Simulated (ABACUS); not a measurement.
Input of an ABACUS 3.10.1 run:

Contents of INPUT:

```
INPUT_PARAMETERS
suffix              TePb
calculation         nscf
basis_type          pw
pseudo_dir          ./
symmetry            -1
dft_functional      MGGA_X_M06_L+MGGA_C_M06_L
ecutwfc             96.0
pseudo_rcut         10
nspin               1
nbands              25
ks_solver           dav
smearing_method     fd
smearing_sigma      0.00367493
scf_thr             1e-08
scf_nmax            100
mixing_type         broyden
mixing_beta         0.7
mixing_tau          1
init_chg            file
pw_diag_thr         1e-07
out_band            1
kpar                4
```

The input STRU:

```
ATOMIC_SPECIES
Pb 207.2000 Pb_ONCV_PBE-1.2.upf
Te 127.6000 Te_ONCV_PBE-1.2.upf

LATTICE_CONSTANT
1.8897261246

LATTICE_VECTORS
0.0000000000 3.2310000000 3.2310000000
3.2310000000 0.0000000000 3.2310000000
3.2310000000 3.2310000000 0.0000000000

ATOMIC_POSITIONS
Direct

Pb
0.0
1
0.0000000000 0.0000000000 0.0000000000 1 1 1

Te
0.0
1
0.5000000000 0.5000000000 0.5000000000 1 1 1
```

The input KPT:

```
K_POINTS
12
Line
0.00000000 0.00000000 0.00000000 10 // G
0.50000000 0.00000000 0.50000000 10 // X
0.50000000 0.25000000 0.75000000 10 // W
0.37500000 0.37500000 0.75000000 10 // K
0.00000000 0.00000000 0.00000000 10 // G
0.50000000 0.50000000 0.50000000 10 // L
0.62500000 0.25000000 0.62500000 10 // U
0.50000000 0.25000000 0.75000000 10 // W
0.50000000 0.50000000 0.50000000 10 // L
0.37500000 0.37500000 0.75000000 1 // K
0.62500000 0.25000000 0.62500000 10 // U
0.50000000 0.00000000 0.50000000 1 // X
```

Potentials or basis: SG15 ONCV 1.2 PBE, plane waves.

Launch:

```bash
$ OMP_NUM_THREADS=1 mpirun -np 4 abacus > log
```

Q: Predict the band gap along the path.

A: 0.87 eV, direct.

Levels at the corners of the path, in eV from the Fermi level:
| point | band 13 | band 14 | band 15 | band 16 | band 17 | band 18 |
| --- | --- | --- | --- | --- | --- | --- |
| Γ | -1.44 | -1.44 | -1.44 | 3.90 | 3.90 | 3.90 |
| X | -4.65 | -2.88 | -2.88 | 2.95 | 5.28 | 5.28 |
| W | -3.91 | -3.91 | -0.55 | 1.64 | 4.90 | 4.90 |
| K | -4.26 | -2.37 | -2.28 | 3.33 | 3.74 | 4.88 |
| Γ | -1.44 | -1.44 | -1.44 | 3.90 | 3.90 | 3.90 |
| L | -0.98 | -0.98 | -0.44 | 0.43 | 1.30 | 1.30 |
| U | -4.26 | -2.37 | -2.28 | 3.33 | 3.74 | 4.88 |
| W | -3.91 | -3.91 | -0.55 | 1.64 | 4.90 | 4.90 |
| L | -0.98 | -0.98 | -0.44 | 0.43 | 1.30 | 1.30 |
| K | -4.26 | -2.37 | -2.28 | 3.33 | 3.74 | 4.88 |
| U | -4.26 | -2.37 | -2.28 | 3.33 | 3.74 | 4.88 |
| X | -4.65 | -2.88 | -2.88 | 2.95 | 5.28 | 5.28 |

Caveat: the density is read from an earlier self-consistent run, whose mesh may be coarse; spin-orbit coupling is left out, which moves the levels of the heavy elements.

**The experiment to reproduce.**

A printed reference work, monograph reports, for a bulk crystal of TePb at 4.2 K: band gap 0.19 eV (direct).

Against the measured gap of TePb, 0.19 eV (direct; 4.2 K; a printed reference work, monograph), the calculated 0.87 eV is off by +0.68 eV. Spin-orbit coupling on Pb, Te is left out. The value is that of M06-L, without temperature or zero-point motion.
